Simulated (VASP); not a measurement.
# Sc in VASP: further runs

Aim: see how the results for Sc move with the level of theory and the settings. Levels: PBE, PBE+TS. Tasks: relaxation of the atoms.

Everything below comes from runs of VASP 6.6.1. Logs are shortened: lines on timing, memory, paths and dates and some standing lists are left out, and cuts for length are marked.

### 1 The cell of the first run

The cell holds a slab with vacuum, 5 atoms: a = 3.211 Å, b = 3.211 Å, c = 24.082 Å, α = 90.00°, β = 90.00°, γ = 90.00°.

The slab is cut from a database's or a generator's crystal, which needn't be the stable form of the element.

### 2 Relaxation of the atoms, PBE (the (1 0 0) slab of Sc, cut from the database cell, not relaxed)

Input file INCAR:

```
ALGO = Fast
DIPOL = 0.5 0.5 0.500
EDIFF = 1E-6
EDIFFG = -0.01
ENCUT = 520
GGA = PE
IBRION = 2
IDIPOL = 3
ISIF = 2
ISMEAR = 0
LASPH = T
LCHARG = F
LDIPOL = T
LREAL = F
LWAVE = F
NELM = 60
NSW = 60
PREC = Accurate
SIGMA = 0.05
```

Input file KPOINTS:

```
k-points
0
Gamma
  8 8 1
```

Input file POSCAR:

```
Sc
1.0
    3.2109718934      0.0000000000      0.0000000000
    0.0000000000      3.2109718934      0.0000000000
    0.0000000000      0.0000000000     24.0820000000
Sc
5
Selective dynamics
Direct
    0.5000000000      0.5000000000      0.3114359272  F F F
    0.0000000000      0.0000000000      0.4057179636  F F F
    0.5000000000      0.5000000000      0.5000000000  T T T
    0.0000000000      0.0000000000      0.5942820364  T T T
    0.5000000000      0.5000000000      0.6885640728  T T T
```

Potentials or basis: VASP PAW PBE potentials, release 64 (Sc_sv).

Run with:

```bash
$ cat potpaw_PBE.64/Sc_sv/POTCAR > POTCAR
$ mpirun -np 1 vasp_std > vasp.out
```

OUTCAR:

```text
EDIFF = 1E-6
   EDIFFG = -0.01
   ENCUT = 520
   GGA = PE
   IBRION = 2
   ISIF = 2
   ISMEAR = 0
   LASPH = T
   LREAL = F
   NELM = 60
   NSW = 60
   PREC = Accurate

 ion  position               nearest neighbor table
   1  0.500  0.500  0.311-   2 3.21   2 3.21   2 3.21   2 3.21
   2  0.000  0.000  0.406-   1 3.21   1 3.21   1 3.21   1 3.21   3 3.21   3 3.21   3 3.21   3 3.21

   3  0.500  0.500  0.500-   2 3.21   4 3.21   2 3.21   4 3.21   2 3.21   4 3.21   2 3.21   4 3.21

   4  0.000  0.000  0.594-   5 3.21   5 3.21   5 3.21   5 3.21   3 3.21   3 3.21   3 3.21   3 3.21

   5  0.500  0.500  0.689-   4 3.21   4 3.21   4 3.21   4 3.21

  LATTYP: Found a simple tetragonal cell.
 ALAT       =     3.2109718934
 C/A-ratio  =     7.4999099337

  Lattice vectors:

 A1 = (   3.2109718934,   0.0000000000,   0.0000000000)
 A2 = (   0.0000000000,   3.2109718934,   0.0000000000)
 A3 = (   0.0000000000,   0.0000000000,  24.0820000000)

Analysis of symmetry for initial positions (statically):
=====================================================================
 Subroutine PRICEL returns:
 Original cell was already a primitive cell.

 Routine SETGRP: Setting up the symmetry group for a
 simple tetragonal supercell.

 Subroutine GETGRP returns: Found 16 space group operations
 (whereof 16 operations were pure point group operations)
 out of a pool of 16 trial point group operations.

The static configuration has the point symmetry D_4h.

Analysis of symmetry for dynamics (positions and initial velocities):
=====================================================================
 Subroutine PRICEL returns:
 Original cell was already a primitive cell.

 Routine SETGRP: Setting up the symmetry group for a
 simple tetragonal supercell.

 Subroutine GETGRP returns: Found 16 space group operations
 (whereof 16 operations were pure point group operations)
 out of a pool of 16 trial point group operations.

The dynamic configuration has the point symmetry D_4h.

Analysis of constrained symmetry for selective dynamics:
=====================================================================
 Subroutine PRICEL returns:
 Original cell was already a primitive cell.

 Routine SETGRP: Setting up the symmetry group for a
 simple tetragonal supercell.

 Subroutine GETGRP returns: Found  8 space group operations
 (whereof  8 operations were pure point group operations)
 out of a pool of 16 trial point group operations.

The constrained configuration has the point symmetry C_4v.

 Subroutine INISYM returns: Found  8 space group operations
 (whereof  8 operations are pure point group operations),
 and found     1 'primitive' translations

----------------------------------------------------------------------------------------

                                     Primitive cell

  volume of cell :     248.2936

  direct lattice vectors                    reciprocal lattice vectors
     3.210971893  0.000000000  0.000000000     0.311432187  0.000000000  0.000000000
     0.000000000  3.210971893  0.000000000     0.000000000  0.311432187  0.000000000
     0.000000000  0.000000000 24.082000000     0.000000000  0.000000000  0.041524790

  length of vectors
     3.210971893  3.210971893 24.082000000     0.311432187  0.311432187  0.041524790

  position of ions in fractional coordinates (direct lattice)
     0.500000000  0.500000000  0.311435927
     0.000000000  0.000000000  0.405717964
     0.500000000  0.500000000  0.500000000
     0.000000000  0.000000000  0.594282036
     0.500000000  0.500000000  0.688564073

  ion indices of the primitive-cell ions
   primitive index   ion index
                 1           1
                 2           2
                 3           3
                 4           4
                 5           5

----------------------------------------------------------------------------------------

 KPOINTS: k-points
[... 45 lines left out ...]
   ions per type =               5
   NGX,Y,Z   is equivalent  to a cutoff of  12.43, 12.43, 12.43 a.u.
   NGXF,Y,Z  is equivalent  to a cutoff of  24.85, 24.85, 24.85 a.u.
 SYSTEM =  unknown system
   PREC   = accura    normal or accurate (medium, high low for compatibility)
   ISTART =      0    job   : 0-new  1-cont  2-samecut
   ICHARG =      2    charge: 1-file 2-atom 10-const
   ISPIN  =      1    spin polarized calculation?
   LNONCOLLINEAR =      F non collinear calculations
   LSORBIT =      F    spin-orbit coupling
   LASPH  =      T    aspherical Exc in radial PAW
   ENCUT  =  520.0 eV  38.22 Ry    6.18 a.u.   5.97  5.97 44.78*2*pi/ulx,y,z
   NELM   =     60;   NELMIN=  2; NELMDL= -5     # of ELM steps
   EDIFF  = 0.1E-05   stopping-criterion for ELM
   LREAL  =      F    real-space projection
   EDIFFG = -.1E-01   stopping-criterion for IOM
   NSW    =     60    number of steps for IOM
   IBRION =      2    ionic relax: 0-MD 1-quasi-New 2-CG
   NFREE  =      1    steps in history (QN), initial steepest desc. (CG)
   ISIF   =      2    stress and relaxation
   ISYM   =      2    0-nonsym 1-usesym 2-fastsym
   POTIM  = 0.5000    time-step for ionic-motion
   TEBEG  =    0.0;   TEEND  =   0.0 temperature during run
   PSTRESS=    0.0 pullay stress
   NELECT =      55.0000    total number of electrons
   NUPDOWN=      -1.0000    fix difference up-down
   EMIN   =  10.00;   EMAX   =-10.00  energy-range for DOS
   EFERMI =   0.00;   METHOD = LEGACY
   ISMEAR =     0;   SIGMA  =   0.05  broadening in eV -4-tet -1-fermi 0-gaus
   EFERMI_NEDOS =   21; number of points for ismear=-14 and -15
   IALGO  =     68    algorithm
   IMIX   =      4    mixing-type and parameters
     AMIX     =   0.40;   BMIX     =  1.00
     AMIX_MAG =   1.60;   BMIX_MAG =  1.00
  volume/ion in A,a.u.               =      49.66       335.11
  Fermi-wavevector in a.u.,A,eV,Ry     =   0.990544  1.871857 13.349735  0.981178
  Thomas-Fermi vector in A             =   2.122222
   LORBIT       =      0    0 simple, 1 ext, 2 COOP (PROOUT), +10 PAW based schemes
   GGA     = PE    functional components
   LHFCALC =     F    Hartree Fock is set to
   AEXX    =    0.0000 exact exchange contribution
   IVDW    =     0    specifies the selected vdW correction
   LEPSILON=     F    determine dielectric tensor
   LRPA    =     F    only Hartree local field effects (RPA)
 conjugate gradient relaxation of ions
 non-spin polarized calculation
 RMM-DIIS sequential band-by-band and
 Gauss-broadening in eV      SIGMA  =   0.05
  energy-cutoff  :      520.00
  volume of cell :      248.29
 maximum number of plane-waves:      6784
 NGX is ok and might be reduce to    24
   NGX = 11   NGY = 11   NGZ = 89

--------------------------------------- Ionic step        1  -------------------------------------------

 number of electron      55.0000030 magnetization

 Free energy of the ion-electron system (eV)
  ---------------------------------------------------
  ext. energy  EPLUGINS =         0.00000000
  ---------------------------------------------------
  free energy    TOTEN  =       -29.43623446 eV

  energy without entropy =      -29.41792728  energy(sigma->0) =      -29.42708087

------------------------ aborting loop because EDIFF is reached ----------------------------------------

  FORCE on cell =-STRESS in cart. coord.  units (eV):
  Direction    XX          YY          ZZ          XY          YZ          ZX
  --------------------------------------------------------------------------------------
  -------------------------------------------------------------------------------------
  Total        0.7229655      0.7229655     -0.5401338      0.0000000      0.0000000      0.0000000
  in kB        4.6651176      4.6651176     -3.4853500      0.0000000      0.0000000      0.0000000
  external PRESSURE =       1.9482951 kB  Pullay stress =       0.0000000 kB
[... 98 lines left out ...]
  FREE ENERGIE OF THE ION-ELECTRON SYSTEM (eV)
  ---------------------------------------------------
  free  energy   TOTEN  =       -29.4592538268 eV

  energy  without entropy=      -29.4413654241  energy(sigma->0) =      -29.45030963

[... ionic steps 4 to 10 ...]

--------------------------------------- Ionic step       11  -------------------------------------------

 number of electron      55.0000027 magnetization

------------------------ aborting loop because EDIFF is reached ----------------------------------------
[... 28 lines left out ...]
  FREE ENERGIE OF THE ION-ELECTRON SYSTEM (eV)
  ---------------------------------------------------
  free  energy   TOTEN  =       -29.4661102394 eV

  energy  without entropy=      -29.4467156934  energy(sigma->0) =      -29.45641297

 dipolmoment           0.000000      0.000000      0.060756 electrons x Angstroem

--------------------------------------- Ionic step       12  -------------------------------------------

 number of electron      55.0000025 magnetization

------------------------ aborting loop because EDIFF is reached ----------------------------------------
[... 34 lines left out ...]
--------------------------------------- Ionic step       13  -------------------------------------------

 number of electron      55.0000025 magnetization

 dipolmoment           0.000000      0.000000     -0.003863 electrons x Angstroem

 Free energy of the ion-electron system (eV)
  ---------------------------------------------------
  ext. energy  EPLUGINS =         0.00000000
  ---------------------------------------------------
  free energy    TOTEN  =       -29.46657510 eV

  energy without entropy =      -29.44717393  energy(sigma->0) =      -29.45687451

 E-fermi :   0.5132     XC(G=0):  -5.5865

 val. band max:        0.5113531140   @ k =   0.5000   0.0000   0.0000
 cond. band min:       0.5186289308   @ k =   0.5000   0.1250   0.0000
 fundamental gap:      0.0072758168
 Fermi energy:         0.5131786328

 k-point     1 :       0.0000    0.0000    0.0000
  band No.  band energies     occupation
      1     -49.2725      2.00000
      2     -49.1649      2.00000
      3     -48.9625      2.00000
      4     -48.6546      2.00000
      5     -48.5643      2.00000
      6     -28.0285      2.00000
[... 529 lines left out ...]
     32       1.7276      0.00000
     33       1.7276      0.00000

------------------------ aborting loop because EDIFF is reached ----------------------------------------

 vacuum level on the upper side and lower side of the slab       (xc-potential included)        -0.206        -0.169

  FORCE on cell =-STRESS in cart. coord.  units (eV):
  Direction    XX          YY          ZZ          XY          YZ          ZX
  --------------------------------------------------------------------------------------
  -------------------------------------------------------------------------------------
  Total        0.6643206      0.6643206     -0.6102559      0.0000000      0.0000000      0.0000000
  in kB        4.2866968      4.2866968     -3.9378301      0.0000000      0.0000000      0.0000000
  external PRESSURE =       1.5451879 kB  Pullay stress =       0.0000000 kB
[... 20 lines left out ...]
  FREE ENERGIE OF THE ION-ELECTRON SYSTEM (eV)
  ---------------------------------------------------
  free  energy   TOTEN  =       -29.4665750971 eV

  energy  without entropy=      -29.4471739293  energy(sigma->0) =      -29.45687451

 reached required accuracy - stopping structural energy minimisation

 vacuum level on the upper side and lower side of the slab         3.167         3.209
```

Wall time 11 min (1 thread of Intel Xeon 6975P-C (Granite Rapids), shared host); peak memory 0.39 GiB.

Results:

- Free energy: -29.4666 eV
- Energy gained by relaxing: 6.1 meV/atom
- Ionic steps: 13
- Band gap on the k mesh: none (metal or under the smearing width)

Step by step:
| step | energy change (eV) | largest force (eV/Å) | pressure (GPa) |
| --- | --- | --- | --- |
| 1 | 0.0000 | 0.4696 | 0.19 |
| 2 | -0.0122 | 0.4610 | 0.26 |
| 3 | -0.0230 | 0.4468 | 0.38 |
| 4 | -0.0231 | 0.4484 | 0.37 |
| 5 | -0.0241 | 0.4290 | 0.36 |
| 6 | -0.0255 | 0.3922 | 0.36 |
| 7 | -0.0252 | 0.3231 | 0.37 |
| 8 | -0.0259 | 0.3638 | 0.36 |
| 9 | -0.0266 | 0.3545 | 0.34 |
| 10 | -0.0282 | 0.3363 | 0.28 |
| 11 | -0.0299 | 0.3008 | 0.15 |
| 12 | -0.0302 | 0.2941 | 0.16 |
| 13 | -0.0303 | 0.2979 | 0.15 |

Final structure:
```xyz
5
Lattice="3.2110 0.0000 0.0000 0.0000 3.2110 0.0000 0.0000 0.0000 24.0820" Properties=species:S:1:pos:R:3 pbc="T T T"
Sc    1.6055    1.6055    7.5000
Sc    0.0000    0.0000    9.7705
Sc    1.6055    1.6055   12.1137
Sc    0.0000    0.0000   14.4713
Sc    1.6055    1.6055   16.6364
```

### 3 Relaxation of the atoms, PBE+TS (the (1 0 0) slab of Sc, cut from the database cell, not relaxed)

Input file INCAR:

```
PREC     = Accurate       # precision mode
ENCUT    = 520            # plane-wave cutoff, eV
EDIFF    = 1E-6           # SCF threshold, eV
ISMEAR   = 0              # smearing method
SIGMA    = 0.05           # smearing width, eV
LREAL    = F              # projectors in reciprocal space
LASPH    = T              # aspherical terms in the spheres
NELM     = 100            # most SCF steps
ALGO     = Normal         # electronic algorithm
ISIF     = 2              # what is computed and relaxed
LWAVE    = F              # write WAVECAR
LCHARG   = F              # write CHGCAR
LDIPOL   = T            
IDIPOL   = 3            
DIPOL    = 0.5 0.5 0.500
GGA      = PE             # functional
IVDW     = 2              # dispersion correction
IBRION   = 2              # ionic algorithm
NSW      = 40             # ionic steps
EDIFFG   = -0.005         # ionic threshold
```

Input file KPOINTS:

```
Automatic mesh
0
Gamma
  8 8 1
```

POSCAR is that of step 2.

Potentials or basis: VASP PAW PBE potentials, release 64 (Sc_sv).

Run with:

```bash
$ cat potpaw_PBE.64/Sc_sv/POTCAR > POTCAR
$ mpirun -np 1 vasp_std > vasp.out
```

Run time: 20 min. Hardware: 1 thread of Intel Xeon 6975P-C (Granite Rapids), shared host; peak memory 0.36 GiB.

It converged, with:

```
Free energy                : -32.6521 eV
Energy gained by relaxing  : 11.3 meV/atom
Ionic steps                : 19
Band gap on the k mesh     : none (metal or under the smearing width)
Dispersion energy per atom : -0.657 eV
```

Step by step:
| step | energy change (eV) | largest force (eV/Å) | pressure (GPa) |
| --- | --- | --- | --- |
| 1 | 0.0000 | 0.5367 | -2.20 |
| 2 | -0.0137 | 0.5363 | -2.13 |
| 3 | -0.0235 | 0.5303 | -1.88 |
| 4 | -0.0253 | 0.5309 | -1.92 |
| 5 | -0.0291 | 0.5333 | -1.89 |
| 6 | -0.0358 | 0.5369 | -1.79 |
| 7 | -0.0268 | 0.5499 | -1.57 |
| 8 | -0.0363 | 0.5417 | -1.73 |
| 9 | -0.0410 | 0.5422 | -1.68 |
| 10 | -0.0517 | 0.5421 | -1.54 |
| 11 | -0.0564 | 0.5792 | -1.23 |
| 12 | -0.0568 | 0.5506 | -1.26 |
| 13 | -0.0568 | 0.5586 | -1.25 |
| 14 | -0.0565 | 0.5530 | -1.23 |
| 15 | -0.0566 | 0.5544 | -1.24 |
| 16 | -0.0566 | 0.5534 | -1.24 |
| 17 | -0.0566 | 0.5535 | -1.24 |
| 18 | -0.0565 | 0.5515 | -1.24 |
| 19 | -0.0566 | 0.5529 | -1.24 |

Final structure:
```yaml
crystal:
  lattice:
    - [3.21097, 0.00000, 0.00000]
    - [0.00000, 3.21097, 0.00000]
    - [0.00000, 0.00000, 24.08200]
  atoms:
    - { symbol: Sc, position: [0.50000, 0.50000, 0.31144] }
    - { symbol: Sc, position: [0.00000, 0.00000, 0.40572] }
    - { symbol: Sc, position: [0.50000, 0.50000, 0.49544] }
    - { symbol: Sc, position: [0.00000, 0.00000, 0.58533] }
    - { symbol: Sc, position: [0.50000, 0.50000, 0.67175] }
```

Levels at points of the mesh, in eV from the Fermi level:
```
           k point  band 23  band 24  band 25  band 26  band 27  band 28  band 29  band 30  band 31  band 32
(0.00, 0.00, 0.00)    -3.32    -2.28    -1.76    -0.73    -0.37     0.03     0.06     0.13     1.00     1.69
(0.50, 0.00, 0.00)    -1.81    -1.39    -1.36     0.00     0.10     0.32     0.33     0.46     0.54     1.08
(0.50, 0.50, 0.00)    -1.06    -0.95    -0.76    -0.60    -0.60    -0.27    -0.27     0.26     0.26     1.13
```

Caveat: atom-pairwise D2, TS and ULG terms overbind metals.
